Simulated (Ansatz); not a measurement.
Be under compression and expansion

```
Be
1.0
     0.00000    2.44846    2.44846
     2.44846    0.00000    2.44846
     2.44846    2.44846    0.00000
Be
2
Direct
  0.00000 0.00000 0.00000
  0.25000 0.25000 0.25000
```

The structure comes from a relaxation in the same program, started in the diamond type, and has space group Fd-3m. Whether it is a known phase or the ground state wasn't checked.

Methods: DFT, PBE, all-electron LAPW, scalar-relativistic (Ansatz 0.2.0); DFT, PBE, PAW with Ansatz's default frozen-core files, scalar-relativistic (Ansatz 0.2.0).

For LAPW: a Γ-centred 13×13×13 k mesh, Fermi–Dirac smearing of 0.08 eV, basis error target 0.25 meV/atom, no spin polarisation. PAW takes a cutoff of 420 eV at this cell. The Ansatz runs share mesh, smearing and spin set-up. Plane-wave (PAW) pressures include the program's estimate of the Pulay term.

The cell above is scaled evenly, with fractional coordinates and shape held.

| V/V(cell) | V (Å³/atom) | P, LAPW (GPa) | P, PAW (GPa) | free energy over the lowest listed, PAW (meV/atom) |
| --- | --- | --- | --- | --- |
| 0.9600 | 14.091 | 1.91 | 1.91 | 3.4 |
| 0.9800 | 14.385 | 0.91 | 0.91 | 0.8 |
| 1.0000 | 14.678 | -0.01 | -0.01 | 0.0 |
| 1.0200 | 14.972 | -0.85 | -0.85 | 0.8 |
| 1.0400 | 15.266 | -1.62 | -1.62 | 3.1 |

What do Birch–Murnaghan fits to the pressures give?

LAPW: V0 = 14.68 Å³/atom, B0 = 44 GPa, B0′ = 3.4; PAW: V0 = 14.67 Å³/atom, B0 = 44 GPa, B0′ = 3.5.

PAW's V0 lies 0.00 % from the all-electron value and its B0 0.1 %. Symmetry fixes shape and coordinates here, so this is the relaxed modulus.
